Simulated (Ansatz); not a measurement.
## Map of one atom of the cell for GeTe (alpha-GeTe type, space group R3m)

Starting cell, GeTe (alpha-GeTe type, space group R3m):

```
GeTe
1.0
    4.22663     2.44024     7.27983
   -2.11331     1.22012     3.63992
    0.00000    -2.44024     3.63992
Ge Te
2 2
Direct
  0.11712   0.23423   0.23423
  0.61712   0.23423   0.23423
  0.38288   0.76577   0.76577
  0.88288   0.76577   0.76577
```

In this cell atom 3 (Te, nearest neighbour Ge at 2.852 Å; its periodic images, 4.2 Å or more away, move with it) is moved by u·(0.707, 0.707, 0.000) + v·(0.000, 0.000, 1.000); the rest is frozen.

Method: PBE (plane waves to 420 eV, PAW, scalar-relativistic; Ansatz, a quantum-chemistry and plane-wave program). k mesh 4×8×8 (Γ-centred), Fermi-Dirac smearing 0.05 eV. E stands for the smeared free energy. Points where atoms come too close for the PAW data are left out (x in tables, blank in figures). As the smearing reaches across the gap at some points, energies and forces of such displacements shift with the k mesh and the smearing. Fu and Fv are the components of the force on the atom. GeTe was relaxed with its symmetry unable to fall. Spin-orbit coupling is left out, though Te is heavy. The zero of ΔE is the undisplaced structure. Axes are in Å.

ΔE (meV/cell), with u across and v down:

| v \ u | -0.710 | -0.355 | 0.000 | 0.355 | 0.710 |
|---|---|---|---|---|---|
| -0.710 | 1500 | 888 | 687 | 872 | 1823 |
| -0.355 | 1035 | 390 | 219 | 368 | 992 |
| 0.000 | 1400 | 281 | 0 | 228 | 921 |
| 0.355 | 2911 | 755 | 272 | 688 | 1731 |
| 0.710 | x | 1789 | 1030 | 1720 | 3337 |

Fv (eV/Å), with u across and v down:

```tsv
v \ u	-0.710	-0.355	0.000	0.355	0.710
-0.710	2.35	1.86	1.52	1.79	3.45
-0.355	0.25	0.93	1.08	1.01	1.30
0.000	-2.48	-0.44	0.01	-0.37	-0.98
0.355	-6.10	-2.24	-1.55	-2.22	-3.55
0.710	x	-3.37	-2.54	-3.38	-5.22
```

Key numbers:

```
Item                                                      Value
------------------------  -------------------------------------
Lowest place on the grid  u = 0.000 Å, v = 0.000 Å (0 meV/cell)
```

(A displaced cell: forces are minus the slopes of the energy, force constants its curvatures, and phonons follow from these.)
